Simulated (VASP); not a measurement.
# Li (Im-3m) in VASP: further runs

Runs on Li. Level: PBE. Tasks: single point, relaxation of cell and atoms.

Program: VASP 6.6.1. These are calculated values, not measurements. Logs are shortened: lines on timing, memory, paths and dates and some standing lists are left out, and cuts for length are marked.

## 1. The crystal as given

The structure is cubic, space group Im-3m (No. 229). Conventional cell: a = 3.434 Å, b = 3.434 Å, c = 3.434 Å, α = 90.00°, β = 90.00°, γ = 90.00°. Li (site symmetry m-3m) is surrounded by 8 Li at 2.97 Å.

## 2. Single point, PBE

INCAR

```
  PREC = Accurate
  ENCUT = 520
  EDIFF = 1E-6
  ISMEAR = 0
  SIGMA = 0.1
  LREAL = False
  LASPH = True
  NELM = 100
  ALGO = Normal
  ISIF = 2
  LWAVE = False
  LCHARG = False
  GGA = PE
  NBANDS = 8
```

KPOINTS

```
Automatic mesh
0
Gamma
  18 18 18
```

POSCAR

```
Li
1.0
   -1.7170491874      1.7170491874      1.7170491874
    1.7170491874     -1.7170491874      1.7170491874
    1.7170491874      1.7170491874     -1.7170491874
Li
1
Direct
    0.0000000000      0.0000000000      0.0000000000
```

Potentials or basis: VASP PAW PBE potentials, release 64 (Li_sv).

The run is started by

```console
$ cat potpaw_PBE.64/Li_sv/POTCAR > POTCAR
$ mpirun -np 1 vasp_std > vasp.out
```

OUTCAR:

```text
PREC = Accurate
   ENCUT = 520
   EDIFF = 1E-6
   ISMEAR = 0
   LREAL = False
   LASPH = True
   NELM = 100
   ISIF = 2
   GGA = PE

 ion  position               nearest neighbor table
   1  0.000  0.000  0.000-

  LATTYP: Found a body centered cubic cell.
 ALAT       =     3.4340983748

  Lattice vectors:

 A1 = (  -1.7170491874,   1.7170491874,   1.7170491874)
 A2 = (   1.7170491874,  -1.7170491874,   1.7170491874)
 A3 = (   1.7170491874,   1.7170491874,  -1.7170491874)

Analysis of symmetry for initial positions (statically):
=====================================================================
 Subroutine PRICEL returns:
 Original cell was already a primitive cell.

 Routine SETGRP: Setting up the symmetry group for a
 body centered cubic supercell.

 Subroutine GETGRP returns: Found 48 space group operations
 (whereof 48 operations were pure point group operations)
 out of a pool of 48 trial point group operations.

The static configuration has the point symmetry O_h .

Analysis of symmetry for dynamics (positions and initial velocities):
=====================================================================
 Subroutine PRICEL returns:
 Original cell was already a primitive cell.

 Routine SETGRP: Setting up the symmetry group for a
 body centered cubic supercell.

 Subroutine GETGRP returns: Found 48 space group operations
 (whereof 48 operations were pure point group operations)
 out of a pool of 48 trial point group operations.

The dynamic configuration has the point symmetry O_h .

 Subroutine INISYM returns: Found 48 space group operations
 (whereof 48 operations are pure point group operations),
 and found     1 'primitive' translations

----------------------------------------------------------------------------------------

                                     Primitive cell

  volume of cell :      20.2492

  direct lattice vectors                    reciprocal lattice vectors
    -1.717049187  1.717049187  1.717049187     0.000000000  0.291197249  0.291197249
     1.717049187 -1.717049187  1.717049187     0.291197249  0.000000000  0.291197249
     1.717049187  1.717049187 -1.717049187     0.291197249  0.291197249  0.000000000

  length of vectors
     2.974016432  2.974016432  2.974016432     0.411815099  0.411815099  0.411815099

  position of ions in fractional coordinates (direct lattice)
     0.000000000  0.000000000  0.000000000

  ion indices of the primitive-cell ions
   primitive index   ion index
                 1           1

----------------------------------------------------------------------------------------

 KPOINTS: Automatic mesh

Automatic generation of k-mesh.
 Grid dimensions read from file:
 generate k-points for:   18   18   18

 Generating k-lattice:

  Cartesian coordinates                     Fractional coordinates (reciprocal lattice)
     0.000000000  0.016177625  0.016177625     0.055555556  0.000000000  0.000000000
     0.016177625  0.000000000  0.016177625     0.000000000  0.055555556  0.000000000
     0.016177625  0.016177625  0.000000000     0.000000000  0.000000000  0.055555556

  Length of vectors
     0.022878617  0.022878617  0.022878617

  Shift w.r.t. Gamma in fractional coordinates (k-lattice)
     0.000000000  0.000000000  0.000000000

 Subroutine IBZKPT returns following result:
 ===========================================

 Found    195 irreducible k-points:

 Following reciprocal coordinates:
            Coordinates               Weight
  0.000000  0.000000  0.000000      1.000000
  0.055556  0.000000  0.000000     12.000000
  0.111111  0.000000  0.000000     12.000000
  0.166667  0.000000  0.000000     12.000000
  0.222222  0.000000  0.000000     12.000000
  0.277778  0.000000  0.000000     12.000000
[... 16 lines left out ...]
  0.333333  0.111111  0.000000     48.000000
  0.388889  0.111111  0.000000     48.000000
 [... further k-points ...]
   k-points           NKPTS =    195   k-points in BZ     NKDIM =    195   number of bands    NBANDS=      8
   number of dos      NEDOS =    301   number of ions     NIONS =      1
   total plane-waves  NPLWV =  13824
   dimension x,y,z NGX =    24 NGY =   24 NGZ =   24
   dimension x,y,z NGXF=    48 NGYF=   48 NGZF=   48
   ions per type =               1
   NGX,Y,Z   is equivalent  to a cutoff of  13.42, 13.42, 13.42 a.u.
   NGXF,Y,Z  is equivalent  to a cutoff of  26.83, 26.83, 26.83 a.u.
 SYSTEM =  unknown system
   PREC   = accura    normal or accurate (medium, high low for compatibility)
   ISTART =      0    job   : 0-new  1-cont  2-samecut
   ICHARG =      2    charge: 1-file 2-atom 10-const
   ISPIN  =      1    spin polarized calculation?
   LNONCOLLINEAR =      F non collinear calculations
   LSORBIT =      F    spin-orbit coupling
   LASPH  =      T    aspherical Exc in radial PAW
   ENCUT  =  520.0 eV  38.22 Ry    6.18 a.u.   5.53  5.53  5.53*2*pi/ulx,y,z
   NELM   =    100;   NELMIN=  2; NELMDL= -5     # of ELM steps
   EDIFF  = 0.1E-05   stopping-criterion for ELM
   LREAL  =      F    real-space projection
   EDIFFG = 0.1E-04   stopping-criterion for IOM
   NSW    =      0    number of steps for IOM
   IBRION =     -1    ionic relax: 0-MD 1-quasi-New 2-CG
   NFREE  =      0    steps in history (QN), initial steepest desc. (CG)
   ISIF   =      2    stress and relaxation
   ISYM   =      2    0-nonsym 1-usesym 2-fastsym
   POTIM  = 0.5000    time-step for ionic-motion
   TEBEG  =    0.0;   TEEND  =   0.0 temperature during run
   PSTRESS=    0.0 pullay stress
   NELECT =       3.0000    total number of electrons
   NUPDOWN=      -1.0000    fix difference up-down
   EMIN   =  10.00;   EMAX   =-10.00  energy-range for DOS
   EFERMI =   0.00;   METHOD = LEGACY
   ISMEAR =     0;   SIGMA  =   0.10  broadening in eV -4-tet -1-fermi 0-gaus
   EFERMI_NEDOS =   21; number of points for ismear=-14 and -15
   IALGO  =     38    algorithm
   IMIX   =      4    mixing-type and parameters
     AMIX     =   0.40;   BMIX     =  1.00
     AMIX_MAG =   1.60;   BMIX_MAG =  1.00
  volume/ion in A,a.u.               =      20.25       136.65
  Fermi-wavevector in a.u.,A,eV,Ry     =   0.866255  1.636985 10.209785  0.750398
  Thomas-Fermi vector in A             =   1.984618
   LORBIT       =      0    0 simple, 1 ext, 2 COOP (PROOUT), +10 PAW based schemes
   GGA     = PE    functional components
   LHFCALC =     F    Hartree Fock is set to
   AEXX    =    0.0000 exact exchange contribution
   IVDW    =     0    specifies the selected vdW correction
   LEPSILON=     F    determine dielectric tensor
   LRPA    =     F    only Hartree local field effects (RPA)
 non-spin polarized calculation
 Gauss-broadening in eV      SIGMA  =   0.10
  energy-cutoff  :      520.00
  volume of cell :       20.25
 maximum number of plane-waves:       563
 NGX is ok and might be reduce to    24
   NGX = 11   NGY = 11   NGZ = 11

 number of electron       3.0000000 magnetization

 Free energy of the ion-electron system (eV)
  ---------------------------------------------------
  ext. energy  EPLUGINS =         0.00000000
  ---------------------------------------------------
  free energy    TOTEN  =        -1.90618767 eV

  energy without entropy =       -1.90366190  energy(sigma->0) =       -1.90492478

 E-fermi :   0.6343     XC(G=0):  -7.0467

 val. band max:        0.6059741755   @ k =   0.2778   0.2222   0.0000
 cond. band min:       0.6585990871   @ k =   0.3333   0.1667  -0.0000
 fundamental gap:      0.0526249116
 Fermi energy:         0.6343421728

 k-point     1 :       0.0000    0.0000    0.0000
  band No.  band energies     occupation
      1     -45.8993      2.00000
      2      -2.9336      2.00000
      3      15.2438      0.00000
      4      15.2438      0.00000
      5      15.2438      0.00000
      6      20.0173      0.00000
      7      20.0173      0.00000
      8      20.0173      0.00000

 k-point     2 :       0.0556    0.0000    0.0000
  band No.  band energies     occupation
      1     -45.8987      2.00000
      2      -2.8751      2.00000
      3      14.8477      0.00000
      4      14.9387      0.00000
      5      15.1408      0.00000
      6      19.0188      0.00000
      7      19.1873      0.00000
      8      20.3262      0.00000

 k-point     3 :       0.1111    0.0000    0.0000
  band No.  band energies     occupation
      1     -45.8970      2.00000
      2      -2.6998      2.00000
      3      13.6640      0.00000
      4      14.2537      0.00000
      5      14.8444      0.00000
      6      17.9866      0.00000
      7      18.0748      0.00000
      8      19.9030      0.00000

 k-point     4 :       0.1667    0.0000    0.0000
  band No.  band energies     occupation
      1     -45.8945      2.00000
      2      -2.4075      2.00000
      3      11.9930      0.00000
      4      13.4828      0.00000
      5      14.4062      0.00000
      6      17.0753      0.00000
      7      17.5218      0.00000
      8      19.8445      0.00000

 k-point     5 :       0.2222    0.0000    0.0000
  band No.  band energies     occupation
      1     -45.8912      2.00000
      2      -1.9984      2.00000
      3      10.2067      0.00000
      4      12.7607      0.00000
      5      13.9105      0.00000
      6      16.2212      0.00000
      7      17.3615      0.00000
      8      20.0942      0.00000
[... 177 lines left out ...]
 k-point    22 :       0.2778    0.1111    0.0000
  band No.  band energies     occupation
      1     -45.8838      2.00000
      2      -0.6646      2.00000
      3       6.9452      0.00000
      4      10.3865      0.00000
      5      12.1181      0.00000
      6      16.8692      0.00000
      7      17.7897      0.00000
      8      21.2921      0.00000

 k-point    23 :       0.3333    0.1111    0.0000
  band No.  band energies     occupation
      1     -45.8814      2.00000
      2       0.0476      2.00000
      3       5.5385      0.00000
      4      10.0442      0.00000
      5      11.7937      0.00000
      6      16.6109      0.00000
      7      18.0270      0.00000
      8      21.9503      0.00000

 k-point    24 :       0.3889    0.1111    0.0000
  band No.  band energies     occupation
      1     -45.8797      2.00000
      2       0.7471      0.11076
      3       4.4179      0.00000
      4       9.8376      0.00000
      5      11.5954      0.00000
      6      16.4434      0.00000
      7      18.2313      0.00000
      8      22.6572      0.00000

 [... further k-points ...]

------------------------ aborting loop because EDIFF is reached ----------------------------------------

  FORCE on cell =-STRESS in cart. coord.  units (eV):
  Direction    XX          YY          ZZ          XY          YZ          ZX
  --------------------------------------------------------------------------------------
  -------------------------------------------------------------------------------------
  Total       -0.0091026     -0.0091026     -0.0091026     -0.0000000      0.0000000     -0.0000000
  in kB       -0.7202250     -0.7202250     -0.7202250     -0.0000000      0.0000000     -0.0000000
  external PRESSURE =      -0.7202250 kB  Pullay stress =       0.0000000 kB

 VOLUME and BASIS-vectors are now :
 -----------------------------------------------------------------------------
  energy-cutoff  :      520.00
  volume of cell :       20.25
      direct lattice vectors                 reciprocal lattice vectors
    -1.717049187  1.717049187  1.717049187     0.000000000  0.291197249  0.291197249
     1.717049187 -1.717049187  1.717049187     0.291197249  0.000000000  0.291197249
     1.717049187  1.717049187 -1.717049187     0.291197249  0.291197249  0.000000000

 POSITION                                       TOTAL-FORCE (eV/Angst)
 -----------------------------------------------------------------------------------
      0.00000      0.00000      0.00000         0.000000      0.000000      0.000000
 -----------------------------------------------------------------------------------
    total drift:                               -0.000000      0.000000     -0.000000

  FREE ENERGIE OF THE ION-ELECTRON SYSTEM (eV)
  ---------------------------------------------------
  free  energy   TOTEN  =        -1.9061876705 eV

  energy  without entropy=       -1.9036618990  energy(sigma->0) =       -1.90492478
```

Run time: 12 s. Hardware: 1 thread of Intel Xeon Platinum 8259CL at 2.50GHz (Skylake/Cascade Lake), shared host; peak memory 0.14 GiB.

Results:

* Free energy: -1.9062 eV
* Band gap on the k mesh: none (metal or under the smearing width)

Caveat: the cutoff is under 1.25 times the usual one of these potentials, so pressure, stress and relaxed cells hold a basis-set (Pulay) error.

## 3. Relaxation of cell and atoms, PBE

This run uses another cell than the first one, of 20.34 Å³/atom, 1.005 times its volume.

INCAR

```
SYSTEM = Li
  PREC = Accurate
  ENCUT = 600
  EDIFF = 1E-6
  ISMEAR = 0
  SIGMA = 0.1
  LREAL = .False.
  LASPH = .True.
  NELM = 100
  ALGO = Fast
  ISIF = 3
  LWAVE = .False.
  LCHARG = .False.
  GGA = PE
  IBRION = 2
  NSW = 100
  EDIFFG = -0.002
```

KPOINTS

```
Automatic mesh
0
Gamma
  18 18 18
  0 0 0
```

POSCAR

```
Li
1.0
   -1.7196562300      1.7196562300      1.7196562300
    1.7196562300     -1.7196562300      1.7196562300
    1.7196562300      1.7196562300     -1.7196562300
Li
1
Direct
    0.0000000000      0.0000000000      0.0000000000
```

Potentials or basis: VASP PAW PBE potentials, release 64 (Li_sv).

The run is started by

```console
$ cat potpaw_PBE.64/Li_sv/POTCAR > POTCAR
$ mpirun -np 1 vasp_std > vasp.out
```

OUTCAR:

```text
SYSTEM = Li
   PREC = Accurate
   ENCUT = 600
   EDIFF = 1E-6
   ISMEAR = 0
   LREAL = .False.
   LASPH = .True.
   NELM = 100
   ISIF = 3
   GGA = PE
   IBRION = 2
   NSW = 100
   EDIFFG = -0.002

 ion  position               nearest neighbor table
   1  0.000  0.000  0.000-

  LATTYP: Found a body centered cubic cell.
 ALAT       =     3.4393124600

  Lattice vectors:

 A1 = (  -1.7196562300,   1.7196562300,   1.7196562300)
 A2 = (   1.7196562300,  -1.7196562300,   1.7196562300)
 A3 = (   1.7196562300,   1.7196562300,  -1.7196562300)

Analysis of symmetry for initial positions (statically):
=====================================================================
 Subroutine PRICEL returns:
 Original cell was already a primitive cell.
[... 284 lines left out ...]

  energy without entropy =       -1.90351866  energy(sigma->0) =       -1.90477965

 E-fermi :   0.6575     XC(G=0):  -7.0677

 val. band max:        0.6295159101   @ k =   0.2778   0.2222   0.0000
 cond. band min:       0.6818474138   @ k =   0.3333   0.1667   0.0000
 fundamental gap:      0.0523315037
 Fermi energy:         0.6574804097

 k-point     1 :       0.0000    0.0000    0.0000
  band No.  band energies     occupation
      1     -45.8597      2.00000
      2      -2.9224      2.00000
      3      15.3556      0.00000
      4      15.3556      0.00000
      5      15.3556      0.00000
[... 177 lines left out ...]
 k-point    24 :       0.3889    0.1111    0.0000
  band No.  band energies     occupation
      1     -45.8396      2.00000
      2       0.7697      0.11245
      3       4.4677      0.00000
      4       9.9159      0.00000
      5      11.6818      0.00000

 [... further k-points ...]

------------------------ aborting loop because EDIFF is reached ----------------------------------------

  FORCE on cell =-STRESS in cart. coord.  units (eV):
  Direction    XX          YY          ZZ          XY          YZ          ZX
  --------------------------------------------------------------------------------------
  -------------------------------------------------------------------------------------
  Total       -0.0011880     -0.0011880     -0.0011880      0.0000000      0.0000000     -0.0000000
  in kB       -0.0947977     -0.0947977     -0.0947977      0.0000000      0.0000000     -0.0000000
  external PRESSURE =      -0.0947977 kB  Pullay stress =       0.0000000 kB
[... 16 lines left out ...]
  FREE ENERGIE OF THE ION-ELECTRON SYSTEM (eV)
  ---------------------------------------------------
  free  energy   TOTEN  =        -1.9060406353 eV

  energy  without entropy=       -1.9035186572  energy(sigma->0) =       -1.90477965

 reached required accuracy - stopping structural energy minimisation
```

CONTCAR:

```text
Li
   1.00000000000000
    -1.7122062289160167    1.7122062289160167    1.7122062289160167
     1.7122062289160167   -1.7122062289160167    1.7122062289160167
     1.7122062289160167    1.7122062289160167   -1.7122062289160167
  Li
     1
Direct
     0.0000000000000000    0.0000000000000000    1.0000000000000000

  0.00000000E+00  0.00000000E+00  0.00000000E+00
```

Run time: 25 s. Hardware: 1 thread of Intel Xeon Platinum 8259CL at 2.50GHz (Skylake/Cascade Lake), shared host; peak memory 0.14 GiB.

What came out:

```yaml
Free_energy: -1.9060 eV
Relaxed_volume: 20.08 Å³/atom
Relaxed_cell: a = 2.966 Å, b = 2.966 Å, c = 2.966 Å, α = 109.47°, β = 109.47°, γ = 109.47°
Space_group_after_relaxing_to_0.05_Å: Im-3m (No. 229)
Energy_gained_by_relaxing: 0.1 meV/atom
Ionic_steps: 4
Pressure_after_relaxing: 0.0 GPa
Band_gap_on_the_k_mesh: none (metal or under the smearing width)
```

Step by step:
| step | energy change (eV) | largest force (eV/Å) | pressure (GPa) | volume (Å³) |
| --- | --- | --- | --- | --- |
| 1 | 0.0000 | 0.0000 | -0.14 | 20.34 |
| 2 | -0.0001 | 0.0000 | -0.15 | 20.29 |
| 3 | -0.0001 | 0.0000 | -0.04 | 20.13 |
| 4 | -0.0001 | 0.0000 | -0.01 | 20.08 |

Final structure:
```
Li
1.0
    -1.71221    1.71221    1.71221
     1.71221   -1.71221    1.71221
     1.71221    1.71221   -1.71221
Li
1
Direct
  0.00000 0.00000 0.00000
```

Levels at points of the mesh, in eV from the Fermi level:
```
           k point  band 1  band 2  band 3  band 4
(0.00, 0.00, 0.00)  -46.52   -3.58   14.70   14.70
(0.50, 0.00, 0.00)  -46.50    0.24    3.28   10.43
(0.50, 0.50, 0.50)  -46.48    5.55    5.55    5.55
```

Caveat: the cutoff is under 1.25 times the usual one of these potentials, so pressure, stress and relaxed cells hold a basis-set (Pulay) error.

## 4. Single point, PBE

This run uses another cell than the first one, of 20.34 Å³/atom, 1.005 times its volume.

INCAR

```
SYSTEM = Li
ALGO = Normal ; EDIFF = 1E-6
ENCUT = 520 ; GGA = PE
ISIF = 2 ; ISMEAR = 0
LASPH = .True. ; LCHARG = .False.
LREAL = .False. ; LWAVE = .False.
NBANDS = 8 ; NELM = 100
PREC = Accurate ; SIGMA = 0.1
```

KPOINTS

```
k-points
0
Gamma
  8 8 8
  0 0 0
```

POSCAR is that of step 3.

The run is started by

```console
$ cat potpaw_PBE.64/Li_sv/POTCAR > POTCAR
$ mpirun -np 1 vasp_std > vasp.out
```

Wall time 2.8 s (1 thread of Intel Xeon Platinum 8259CL at 2.50GHz (Skylake/Cascade Lake), shared host); peak memory 0.13 GiB.

The run converged. Its results:

```yaml
Free_energy: -1.8949 eV
Band_gap_on_the_k_mesh: none (metal or under the smearing width)
```

Levels at points of the mesh, in eV from the Fermi level:
```csv
k point,band 1,band 2,band 3,band 4,band 5,band 6
"(0.00, 0.00, 0.00)",-46.58,-3.60,14.53,14.53,14.53,19.29
"(0.50, 0.00, 0.00)",-46.56,0.20,3.20,10.30,11.77,13.56
"(0.50, 0.50, 0.50)",-46.54,5.47,5.47,5.47,7.72,7.72
```

Caveat: the cutoff is under 1.25 times the usual one of these potentials, so pressure, stress and relaxed cells hold a basis-set (Pulay) error.

## 5. The runs side by side

| task | cell | k mesh | cutoff (eV) | gap on the mesh (eV) |
| --- | --- | --- | --- | --- |
| single point | Im-3m, 20.25 Å³/atom | 18 × 18 × 18 | 520 | none |
| relaxation of cell and atoms | relaxed | 18 × 18 × 18 | 600 | none |
| single point | Im-3m, 20.34 Å³/atom | 8 × 8 × 8 | 520 | none |

Alike in all rows: level PBE; potentials or basis VASP PAW PBE potentials, release 64 (Li_sv); no spin polarisation; smearing gaussian 0.1 eV.

Caveats: the cutoff is under 1.25 times the usual one of these potentials, so pressure, stress and relaxed cells hold a basis-set (Pulay) error.

Total energies depend on the potentials used, so only differences within one code and one set of settings carry meaning.
